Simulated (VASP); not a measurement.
# KCl (Pm-3m) in VASP: notebook

The runs below take KCl through single point, with PBE.

All numbers are computed with VASP 6.6.1; they aren't measurements. Logs are shortened: lines on timing, memory, paths and dates and some standing lists are left out, and cuts for length are marked.

## (1) Starting point

The structure is cubic, space group Pm-3m (No. 221). Conventional cell: a = 3.839 Å, b = 3.839 Å, c = 3.839 Å, α = 90.00°, β = 90.00°, γ = 90.00°. K (site symmetry m-3m) is surrounded by 8 Cl at 3.32 Å. Around Cl (site symmetry m-3m) lie 8 K at 3.32 Å.

Measurements of this composition are mostly on another form, of space group No. 225.

## (2) Single point, PBE

INCAR reads:

```
SYSTEM = KCl
PREC = Accurate ; ENCUT = 500
EDIFF = 1E-6 ; ISMEAR = 0
SIGMA = 0.05 ; LREAL = .False.
LASPH = .True. ; NELM = 100
ALGO = Normal ; ISIF = 2
LWAVE = .False. ; LCHARG = .False.
GGA = PE ; NBANDS = 15
ADDGRID = .False.
```

KPOINTS reads:

```
regular mesh
0
Gamma
  2 2 2
  0 0 0
```

POSCAR reads:

```
KCl
1.0
    3.8391960000      0.0000000000      0.0000000000
    0.0000000000      3.8391960000      0.0000000000
    0.0000000000      0.0000000000      3.8391960000
K Cl
1 1
Direct
    0.0405710000      0.0040460000      0.0049320000
    0.5021390000      0.4938510000      0.4988730000
```

Potentials or basis: VASP PAW PBE potentials, release 64 (K_sv, Cl_h).

Launch:

```console
cat potpaw_PBE.64/K_sv/POTCAR potpaw_PBE.64/Cl_h/POTCAR > POTCAR
mpirun -np 1 vasp_std > vasp.out
```

OUTCAR:

```text
SYSTEM = KCl
   PREC = Accurate
   ENCUT = 500
   EDIFF = 1E-6
   ISMEAR = 0
   LREAL = .False.
   LASPH = .True.
   NELM = 100
   ISIF = 2
   GGA = PE

 Found      8 irreducible k-points:

 Following reciprocal coordinates:
            Coordinates               Weight
  0.000000  0.000000  0.000000      1.000000
  0.500000  0.000000  0.000000      1.000000
  0.000000  0.500000  0.000000      1.000000
  0.000000  0.000000  0.500000      1.000000
  0.500000  0.500000  0.000000      1.000000
  0.000000  0.500000  0.500000      1.000000
   k-points           NKPTS =      8   k-points in BZ     NKDIM =      8   number of bands    NBANDS=     15
   number of dos      NEDOS =    301   number of ions     NIONS =      2
   total plane-waves  NPLWV =  21952
   dimension x,y,z NGX =    28 NGY =   28 NGZ =   28
   dimension x,y,z NGXF=    56 NGYF=   56 NGZF=   56
   ions per type =               1   1
   NGX,Y,Z   is equivalent  to a cutoff of  12.12, 12.12, 12.12 a.u.
   NGXF,Y,Z  is equivalent  to a cutoff of  24.25, 24.25, 24.25 a.u.
 SYSTEM =  KCl
   PREC   = accura    normal or accurate (medium, high low for compatibility)
   ISTART =      0    job   : 0-new  1-cont  2-samecut
   ICHARG =      2    charge: 1-file 2-atom 10-const
   ISPIN  =      1    spin polarized calculation?
   LNONCOLLINEAR =      F non collinear calculations
   LSORBIT =      F    spin-orbit coupling
   LASPH  =      T    aspherical Exc in radial PAW
   ENCUT  =  500.0 eV  36.75 Ry    6.06 a.u.   7.00  7.00  7.00*2*pi/ulx,y,z
   NELM   =    100;   NELMIN=  2; NELMDL= -5     # of ELM steps
   EDIFF  = 0.1E-05   stopping-criterion for ELM
   LREAL  =      F    real-space projection
   EDIFFG = 0.1E-04   stopping-criterion for IOM
   NSW    =      0    number of steps for IOM
   IBRION =     -1    ionic relax: 0-MD 1-quasi-New 2-CG
   NFREE  =      0    steps in history (QN), initial steepest desc. (CG)
   ISIF   =      2    stress and relaxation
   ISYM   =      2    0-nonsym 1-usesym 2-fastsym
   POTIM  = 0.5000    time-step for ionic-motion
   TEBEG  =    0.0;   TEEND  =   0.0 temperature during run
   PSTRESS=    0.0 pullay stress
   NELECT =      16.0000    total number of electrons
   NUPDOWN=      -1.0000    fix difference up-down
   EMIN   =  10.00;   EMAX   =-10.00  energy-range for DOS
   EFERMI =   0.00;   METHOD = LEGACY
   ISMEAR =     0;   SIGMA  =   0.05  broadening in eV -4-tet -1-fermi 0-gaus
   EFERMI_NEDOS =   21; number of points for ismear=-14 and -15
   IALGO  =     38    algorithm
   IMIX   =      4    mixing-type and parameters
     AMIX     =   0.40;   BMIX     =  1.00
     AMIX_MAG =   1.60;   BMIX_MAG =  1.00
  volume/ion in A,a.u.               =      28.29       190.94
  Fermi-wavevector in a.u.,A,eV,Ry     =   1.074504  2.030517 15.708715  1.154558
  Thomas-Fermi vector in A             =   2.210334
   LORBIT       =      0    0 simple, 1 ext, 2 COOP (PROOUT), +10 PAW based schemes
   GGA     = PE    functional components
   LHFCALC =     F    Hartree Fock is set to
   AEXX    =    0.0000 exact exchange contribution
   IVDW    =     0    specifies the selected vdW correction
   LEPSILON=     F    determine dielectric tensor
   LRPA    =     F    only Hartree local field effects (RPA)
 non-spin polarized calculation
 Gauss-broadening in eV      SIGMA  =   0.05
  energy-cutoff  :      500.00
  volume of cell :       56.59
 maximum number of plane-waves:      1472
 NGX is ok and might be reduce to    28
   NGX = 13   NGY = 13   NGZ = 13

 number of electron      15.9999997 magnetization

 Free energy of the ion-electron system (eV)
  ---------------------------------------------------
  ext. energy  EPLUGINS =         0.00000000
  ---------------------------------------------------
  free energy    TOTEN  =        -6.44626848 eV

  energy without entropy =       -6.44626848  energy(sigma->0) =       -6.44626848

 E-fermi :  -0.1704     XC(G=0):  -8.0531

 val. band max:       -0.4616460317   @ k =   0.0000   0.5000   0.5000
 cond. band min:       4.2469323576   @ k =   0.0000   0.0000   0.0000
 fundamental gap:      4.7085783893
 Fermi energy:        -0.1704499382

 k-point     1 :       0.0000    0.0000    0.0000
  band No.  band energies     occupation
      1     -28.6969      2.00000
      2     -13.0181      2.00000
      3     -12.0819      2.00000
      4     -12.0817      2.00000
      5     -12.0749      2.00000
      6      -0.6741      2.00000
      7      -0.6701      2.00000
      8      -0.6688      2.00000
      9       4.2469      0.00000
     10       5.9869      0.00000
     11       6.0409      0.00000
     12      10.0010      0.00000
     13      10.0385      0.00000
     14      10.0395      0.00000
     15      12.7986      0.00000

 k-point     2 :       0.5000    0.0000    0.0000
  band No.  band energies     occupation
      1     -28.6780      2.00000
      2     -13.2385      2.00000
      3     -12.0522      2.00000
      4     -12.0520      2.00000
      5     -11.8778      2.00000
      6      -2.2382      2.00000
      7      -0.6759      2.00000
      8      -0.6750      2.00000
      9       7.1653      0.00000
     10       7.2750      0.00000
     11       7.7128      0.00000
     12       9.5629      0.00000
     13       9.8577      0.00000
     14       9.9253      0.00000
     15      10.5781      0.00000

 k-point     3 :       0.0000    0.5000    0.0000
  band No.  band energies     occupation
      1     -28.6780      2.00000
      2     -13.2460      2.00000
      3     -12.0553      2.00000
      4     -12.0515      2.00000
      5     -11.8664      2.00000
      6      -2.2397      2.00000
      7      -0.6822      2.00000
      8      -0.6653      2.00000
      9       7.1396      0.00000
     10       7.2789      0.00000
     11       7.6749      0.00000
     12       9.2614      0.00000
     13       9.8926      0.00000
     14      10.2742      0.00000
     15      10.5624      0.00000

 k-point     4 :       0.0000    0.0000    0.5000
  band No.  band energies     occupation
      1     -28.6780      2.00000
      2     -13.2463      2.00000
      3     -12.0553      2.00000
      4     -12.0516      2.00000
      5     -11.8659      2.00000
      6      -2.2397      2.00000
      7      -0.6819      2.00000
      8      -0.6655      2.00000
      9       7.1384      0.00000
     10       7.2796      0.00000
     11       7.6724      0.00000
     12       9.2485      0.00000
     13       9.9009      0.00000
     14      10.2830      0.00000
     15      10.5620      0.00000

 k-point     5 :       0.5000    0.5000    0.0000
  band No.  band energies     occupation
      1     -28.6605      2.00000
      2     -12.7841      2.00000
      3     -12.3027      2.00000
      4     -12.2585      2.00000
      5     -12.0285      2.00000
      6      -1.6701      2.00000
      7      -1.6646      2.00000
      8      -0.4692      2.00000
      9       5.6065      0.00000
     10       6.7139      0.00000
     11       8.3349      0.00000
     12       8.3558      0.00000
     13      10.7247      0.00000
     14      10.7950      0.00000
     15      11.4958      0.00000

 k-point     6 :       0.0000    0.5000    0.5000
  band No.  band energies     occupation
      1     -28.6604      2.00000
      2     -12.7495      2.00000
      3     -12.3008      2.00000
      4     -12.2966      2.00000
      5     -12.0319      2.00000
      6      -1.6675      2.00000
      7      -1.6673      2.00000
      8      -0.4616      2.00000
      9       5.6130      0.00000
     10       6.7556      0.00000
     11       8.3431      0.00000
     12       8.3448      0.00000
     13      10.8398      0.00000
     14      10.8497      0.00000
     15      11.5236      0.00000

 [... further k-points ...]

------------------------ aborting loop because EDIFF is reached ----------------------------------------

  FORCE on cell =-STRESS in cart. coord.  units (eV):
  Direction    XX          YY          ZZ          XY          YZ          ZX
  --------------------------------------------------------------------------------------
  -------------------------------------------------------------------------------------
  Total        0.4443644      0.4457600      0.4456743      0.0241278      0.0040640      0.0144248
  in kB       12.5814017     12.6209146     12.6184886      0.6831354      0.1150644      0.4084117
  external PRESSURE =      12.6069350 kB  Pullay stress =       0.0000000 kB

 VOLUME and BASIS-vectors are now :
 -----------------------------------------------------------------------------
  energy-cutoff  :      500.00
  volume of cell :       56.59
      direct lattice vectors                 reciprocal lattice vectors
     3.839196000  0.000000000  0.000000000     0.260471203  0.000000000  0.000000000
     0.000000000  3.839196000  0.000000000     0.000000000  0.260471203  0.000000000
     0.000000000  0.000000000  3.839196000     0.000000000  0.000000000  0.260471203

 POSITION                                       TOTAL-FORCE (eV/Angst)
 -----------------------------------------------------------------------------------
      0.15576      0.01553      0.01893        -0.067573     -0.019665     -0.011774
      1.92781      1.89599      1.91527         0.067573      0.019665      0.011774
 -----------------------------------------------------------------------------------
    total drift:                                0.000502     -0.000549     -0.000327

  FREE ENERGIE OF THE ION-ELECTRON SYSTEM (eV)
  ---------------------------------------------------
  free  energy   TOTEN  =        -6.4462684844 eV

  energy  without entropy=       -6.4462684844  energy(sigma->0) =       -6.44626848
```

Run time: 3.8 s. Hardware: 1 thread of Intel Xeon 6975P-C (Granite Rapids), shared host; peak memory 0.14 GiB.

The run converged, but some of its settings lie outside the range that counts as converged, so its numbers aren't taken as properties of the crystal.

Results:

```yaml
Free_energy: -6.4463 eV
Pressure: 1.3 GPa
Largest_force: 0.071 eV/Å
Band_gap_on_the_k_mesh: 4.71 eV, indirect (least direct gap 4.92 eV)
```

Caveat: the k mesh is coarse (spacing up to 0.82 Å⁻¹), so the values aren't converged; the cutoff is under 1.25 times the usual one of these potentials, so pressure, stress and relaxed cells hold a basis-set (Pulay) error.

## (3) Single point, PBE

INCAR: that of step 2 with these lines changed.

```diff
@@ -1,3 +1,3 @@
 SYSTEM = KCl
-PREC = Accurate ; ENCUT = 500
+PREC = Accurate ; ENCUT = 600
 EDIFF = 1E-6 ; ISMEAR = 0
```

KPOINTS is that of step 2.

POSCAR reads:

```
KCl
1.0
    3.8391960000      0.0000000000      0.0000000000
    0.0000000000      3.8391960000      0.0000000000
    0.0000000000      0.0000000000      3.8391960000
K Cl
1 1
Direct
    0.0000000000      0.0000000000      0.0000000000
    0.5000000000      0.5000000000      0.5000000000
```

Potentials or basis: VASP PAW PBE potentials, release 64 (K_sv, Cl_h).

Launch:

```console
cat potpaw_PBE.64/K_sv/POTCAR potpaw_PBE.64/Cl_h/POTCAR > POTCAR
mpirun -np 1 vasp_std > vasp.out
```

Wall time 3.2 s (1 thread of Intel Xeon 6975P-C (Granite Rapids), shared host); peak memory 0.16 GiB.

These settings aren't checked as converged: the numbers below hold their error.

Results:

| Property | Result |
| --- | --- |
| Free energy | -6.4526 eV |
| Pressure | 1.2 GPa |
| Band gap on the k mesh | 4.70 eV, indirect (least direct gap 4.91 eV) |

Caveat: the k mesh is coarse (spacing up to 0.82 Å⁻¹), so the values aren't converged.

## (4) Single point, PBE

INCAR is that of step 3.

KPOINTS is that of step 3.

POSCAR reads:

```
KCl
1.0
    3.8391960000      0.0000000000      0.0000000000
    0.0000000000      3.8391960000      0.0000000000
    0.0000000000      0.0000000000      3.8391960000
K Cl
1 1
Direct
    0.0405710000      0.0040460000      0.0049320000
    0.5021390000      0.4938510000      0.4988730000
```

Launch:

```console
cat potpaw_PBE.64/K_sv/POTCAR potpaw_PBE.64/Cl_h/POTCAR > POTCAR
mpirun -np 1 vasp_std > vasp.out
```

Run time: 4.7 s. Hardware: 1 thread of Intel Xeon 6975P-C (Granite Rapids), shared host; peak memory 0.17 GiB.

These settings aren't checked as converged: the numbers below hold their error.

What came out:

```yaml
Free_energy: -6.4473 eV
Pressure: 1.4 GPa
Largest_force: 0.071 eV/Å
Band_gap_on_the_k_mesh: 4.71 eV, indirect (least direct gap 4.92 eV)
```

Caveat: the k mesh is coarse (spacing up to 0.82 Å⁻¹), so the values aren't converged.

## (5) For comparison

An earlier run on the cell as given: functional PBEsol; potentials or basis VASP PAW PBE potentials, release 64 (K_sv, Cl); cutoff 520 eV; k mesh 7 × 7 × 7; occupations fermi-dirac, width 0.05 eV; no spin polarisation.

- Pressure: -1.4 GPa
- Band gap on the k mesh: 4.64 eV, indirect (least direct gap 4.83 eV)
